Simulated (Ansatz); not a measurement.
Crystal: KBr.

```
CELL_PARAMETERS angstrom
0.00000 3.30000 3.30000
3.30000 0.00000 3.30000
3.30000 3.30000 0.00000
ATOMIC_POSITIONS crystal
Br 0.50000 0.50000 0.50000
K 0.00000 0.00000 0.00000
```

- Program: Ansatz 0.2.0
- Task: relaxation of cell and atoms
- Functional: BLYP
- Potentials or basis: Ansatz PAW
- Cutoff: 420 eV (not typed: the program's choice for these potentials)
- k mesh: 7 × 7 × 7
- Occupations: fermi-dirac, width 0.05 eV
- Spin: no spin polarisation

At the start: volume 35.94 Å³/atom.

How do energy, volume and symmetry change on relaxing?

It ends after 5 steps and the volume is 39.55 Å³/atom (+10.1 %); space group Fm-3m (No. 225, to 0.05 Å).

Step by step:
```csv
step,energy change (eV),largest force (eV/Å),volume (Å³)
1,0.0000,0.0000,71.87
2,-0.0218,0.0000,75.15
3,-0.0299,0.0000,78.50
4,-0.0301,0.0000,79.11
5,-0.0304,0.0000,79.11
```

Final structure:
```
Br K
1.0
     0.00000    3.40721    3.40721
     3.40721    0.00000    3.40721
     3.40721    3.40721    0.00000
Br K
1 1
Direct
  0.50000 0.50000 0.50000
  0.00000 0.00000 0.00000
```

Caveat: the plane-wave basis is chosen anew once the cell has moved, so the energies of steps on either side of that aren't comparable; the PAW data sets come from PBE, with cores solved anew for the run's functional, which leaves a small shift of forces and pressure.
